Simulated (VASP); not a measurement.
# RbBr (Pm-3m) in VASP: further runs, part 2 of 2

VASP 6.6.1.

## 4. Single point, r2SCAN

INCAR reads:

```
PREC     = Accurate       # precision mode
ENCUT    = 600            # plane-wave cutoff, eV
EDIFF    = 1E-6           # SCF threshold, eV
ISMEAR   = 0              # smearing method
SIGMA    = 0.05           # smearing width, eV
LREAL    = F              # projectors in reciprocal space
LASPH    = T              # aspherical terms in the spheres
NELM     = 100            # most SCF steps
ALGO     = Normal         # electronic algorithm
ISIF     = 2              # what is computed and relaxed
LWAVE    = F              # write WAVECAR
LCHARG   = F              # write CHGCAR
METAGGA  = R2SCAN         # meta-GGA
LMIXTAU  = T            
ADDGRID  = F
```

KPOINTS reads:

```
Automatic mesh
0
Gamma
  5 5 5
```

POSCAR reads:

```
RbBr
1.0
    4.1260773000      0.0000000000      0.0000000000
    0.0000000000      4.1260773000      0.0000000000
    0.0000000000      0.0000000000      4.1260773000
Rb Br
1 1
Direct
    0.0000000000      0.0000000000      0.0000000000
    0.5000000000      0.5000000000      0.5000000000
```

Potentials or basis: VASP PAW PBE potentials, release 64 (Rb_sv, Br).

Command:

```console
$ cat potpaw_PBE.64/Rb_sv/POTCAR potpaw_PBE.64/Br/POTCAR > POTCAR
$ mpirun -np 1 vasp_std > vasp.out
```

OUTCAR:

```text
PREC = Accurate
   ENCUT = 600
   EDIFF = 1E-6
   ISMEAR = 0
   LREAL = F
   LASPH = T
   NELM = 100
   ISIF = 2
   METAGGA = R2SCAN

 Found     10 irreducible k-points:

 Following reciprocal coordinates:
            Coordinates               Weight
  0.000000  0.000000  0.000000      1.000000
  0.200000  0.000000  0.000000      6.000000
  0.400000  0.000000  0.000000      6.000000
  0.200000  0.200000  0.000000     12.000000
  0.400000  0.200000  0.000000     24.000000
  0.400000  0.400000  0.000000     12.000000
   k-points           NKPTS =     10   k-points in BZ     NKDIM =     10   number of bands    NBANDS=     12
   number of dos      NEDOS =    301   number of ions     NIONS =      2
   total plane-waves  NPLWV =  46656
   dimension x,y,z NGX =    36 NGY =   36 NGZ =   36
   dimension x,y,z NGXF=    72 NGYF=   72 NGZF=   72
   ions per type =               1   1
   NGX,Y,Z   is equivalent  to a cutoff of  14.50, 14.50, 14.50 a.u.
   NGXF,Y,Z  is equivalent  to a cutoff of  29.01, 29.01, 29.01 a.u.
 SYSTEM =  unknown system
   PREC   = accura    normal or accurate (medium, high low for compatibility)
   ISTART =      0    job   : 0-new  1-cont  2-samecut
   ICHARG =      2    charge: 1-file 2-atom 10-const
   ISPIN  =      1    spin polarized calculation?
   LNONCOLLINEAR =      F non collinear calculations
   LSORBIT =      F    spin-orbit coupling
   LASPH  =      T    aspherical Exc in radial PAW
   ENCUT  =  600.0 eV  44.10 Ry    6.64 a.u.   8.24  8.24  8.24*2*pi/ulx,y,z
   NELM   =    100;   NELMIN=  2; NELMDL= -5     # of ELM steps
   EDIFF  = 0.1E-05   stopping-criterion for ELM
   LREAL  =      F    real-space projection
   EDIFFG = 0.1E-04   stopping-criterion for IOM
   NSW    =      0    number of steps for IOM
   IBRION =     -1    ionic relax: 0-MD 1-quasi-New 2-CG
   NFREE  =      0    steps in history (QN), initial steepest desc. (CG)
   ISIF   =      2    stress and relaxation
   ISYM   =      2    0-nonsym 1-usesym 2-fastsym
   POTIM  = 0.5000    time-step for ionic-motion
   TEBEG  =    0.0;   TEEND  =   0.0 temperature during run
   PSTRESS=    0.0 pullay stress
   NELECT =      16.0000    total number of electrons
   NUPDOWN=      -1.0000    fix difference up-down
   EMIN   =  10.00;   EMAX   =-10.00  energy-range for DOS
   EFERMI =   0.00;   METHOD = LEGACY
   ISMEAR =     0;   SIGMA  =   0.05  broadening in eV -4-tet -1-fermi 0-gaus
   EFERMI_NEDOS =   21; number of points for ismear=-14 and -15
   IALGO  =     38    algorithm
   IMIX   =      4    mixing-type and parameters
     AMIX     =   0.40;   BMIX     =  1.00
     AMIX_MAG =   1.60;   BMIX_MAG =  1.00
  volume/ion in A,a.u.               =      35.12       237.02
  Fermi-wavevector in a.u.,A,eV,Ry     =   0.999795  1.889338 13.600238  0.999589
  Thomas-Fermi vector in A             =   2.132108
   LORBIT       =      0    0 simple, 1 ext, 2 COOP (PROOUT), +10 PAW based schemes
   METAGGA = R2SCAN    functional components
   LHFCALC =     F    Hartree Fock is set to
   AEXX    =    0.0000 exact exchange contribution
   IVDW    =     0    specifies the selected vdW correction
   LEPSILON=     F    determine dielectric tensor
   LRPA    =     F    only Hartree local field effects (RPA)
 non-spin polarized calculation
 Gauss-broadening in eV      SIGMA  =   0.05
  energy-cutoff  :      600.00
  volume of cell :       70.24
 maximum number of plane-waves:      2356
 NGX is ok and might be reduce to    36
   NGX = 17   NGY = 17   NGZ = 17

 number of electron      16.0000001 magnetization

 Free energy of the ion-electron system (eV)
  ---------------------------------------------------
  ext. energy  EPLUGINS =         0.00000000
  ---------------------------------------------------
  free energy    TOTEN  =       -31.11063415 eV

  energy without entropy =      -31.11063415  energy(sigma->0) =      -31.11063415

 E-fermi :  -0.8309     XC(G=0):  -8.3257

 val. band max:       -1.0920521790   @ k =   0.4000   0.4000   0.0000
 cond. band min:       3.7820158560   @ k =   0.0000   0.0000   0.0000
 fundamental gap:      4.8740680350
 Fermi energy:        -0.8308594870

 k-point     1 :       0.0000    0.0000    0.0000
  band No.  band energies     occupation
      1     -26.9393      2.00000
      2     -14.1063      2.00000
      3     -10.3766      2.00000
      4     -10.3766      2.00000
      5     -10.3766      2.00000
      6      -1.2040      2.00000
      7      -1.2040      2.00000
      8      -1.2040      2.00000
      9       3.7820      0.00000
     10       5.0664      0.00000
     11       5.0664      0.00000
     12       9.6720      0.00000

 k-point     2 :       0.2000    0.0000    0.0000
  band No.  band energies     occupation
      1     -26.9321      2.00000
      2     -14.1028      2.00000
      3     -10.4239      2.00000
      4     -10.3603      2.00000
      5     -10.3603      2.00000
      6      -1.8448      2.00000
      7      -1.2270      2.00000
      8      -1.2270      2.00000
      9       4.6622      0.00000
     10       5.3739      0.00000
     11       5.9236      0.00000
     12       9.5013      0.00000

 k-point     3 :       0.4000    0.0000    0.0000
  band No.  band energies     occupation
      1     -26.9204      2.00000
      2     -14.1000      2.00000
      3     -10.4891      2.00000
      4     -10.3337      2.00000
      5     -10.3337      2.00000
      6      -2.6356      2.00000
      7      -1.2665      2.00000
      8      -1.2665      2.00000
      9       6.1626      0.00000
     10       6.2912      0.00000
     11       7.2522      0.00000
     12       8.7069      0.00000

 k-point     4 :       0.2000    0.2000    0.0000
  band No.  band energies     occupation
      1     -26.9251      2.00000
      2     -14.0792      2.00000
      3     -10.4842      2.00000
      4     -10.3830      2.00000
      5     -10.3458      2.00000
      6      -1.9151      2.00000
      7      -1.5911      2.00000
      8      -1.2168      2.00000
      9       5.2329      0.00000
     10       5.8077      0.00000
     11       6.4676      0.00000
     12       8.7567      0.00000

 k-point     5 :       0.4000    0.2000    0.0000
  band No.  band energies     occupation
      1     -26.9138      2.00000
      2     -14.0425      2.00000
      3     -10.5517      2.00000
      4     -10.4421      2.00000
      5     -10.3221      2.00000
      6      -2.4460      2.00000
      7      -1.6126      2.00000
      8      -1.2018      2.00000
      9       5.9558      0.00000
     10       6.3419      0.00000
     11       7.5853      0.00000
     12       8.5195      0.00000

 k-point     6 :       0.4000    0.4000    0.0000
  band No.  band energies     occupation
      1     -26.9030      2.00000
      2     -13.9446      2.00000
      3     -10.6542      2.00000
      4     -10.6134      2.00000
      5     -10.3033      2.00000
      6      -2.1606      2.00000
      7      -2.0494      2.00000
      8      -1.0921      2.00000
      9       5.1669      0.00000
     10       6.0267      0.00000
     11       7.7593      0.00000
     12       8.0132      0.00000

 [... further k-points ...]

------------------------ aborting loop because EDIFF is reached ----------------------------------------

  FORCE on cell =-STRESS in cart. coord.  units (eV):
  Direction    XX          YY          ZZ          XY          YZ          ZX
  --------------------------------------------------------------------------------------
  -------------------------------------------------------------------------------------
  Total        0.0189170      0.0189170      0.0189170      0.0000000      0.0000000     -0.0000000
  in kB        0.4314708      0.4314708      0.4314708      0.0000000      0.0000000     -0.0000000
  external PRESSURE =       0.4314708 kB  Pullay stress =       0.0000000 kB

 VOLUME and BASIS-vectors are now :
 -----------------------------------------------------------------------------
  energy-cutoff  :      600.00
  volume of cell :       70.24
      direct lattice vectors                 reciprocal lattice vectors
     4.126077300  0.000000000  0.000000000     0.242360947  0.000000000  0.000000000
     0.000000000  4.126077300  0.000000000     0.000000000  0.242360947  0.000000000
     0.000000000  0.000000000  4.126077300     0.000000000  0.000000000  0.242360947

 POSITION                                       TOTAL-FORCE (eV/Angst)
 -----------------------------------------------------------------------------------
      0.00000      0.00000      0.00000         0.000000      0.000000      0.000000
      2.06304      2.06304      2.06304         0.000000      0.000000      0.000000
 -----------------------------------------------------------------------------------
    total drift:                                0.000000      0.000000      0.000000

  FREE ENERGIE OF THE ION-ELECTRON SYSTEM (eV)
  ---------------------------------------------------
  free  energy   TOTEN  =       -31.1106341479 eV

  energy  without entropy=      -31.1106341479  energy(sigma->0) =      -31.11063415
```

Run time: 28 s. Hardware: 1 thread of Intel Xeon 6975P-C (Granite Rapids), shared host; peak memory 0.22 GiB.

These settings aren't checked as converged: the numbers below hold their error.

What came out:

- Free energy: -31.1106 eV
- Pressure: 0.0 GPa
- Band gap on the k mesh: 4.87 eV, indirect (least direct gap 4.99 eV)

Caveat: the PAW data sets were made with another functional, which shifts forces and pressure a little; an odd mesh through Γ misses points on the zone boundary, where band edges often lie.

## 5. The reference run

An earlier run on the cell as given: functional PBE; potentials or basis VASP PAW PBE potentials, release 64 (Rb_sv, Br); cutoff 520 eV; k mesh 7 × 7 × 7; occupations fermi-dirac, width 0.05 eV; no spin polarisation.

* Pressure: 0.8 GPa
* Band gap on the k mesh: 4.10 eV, indirect (least direct gap 4.23 eV)
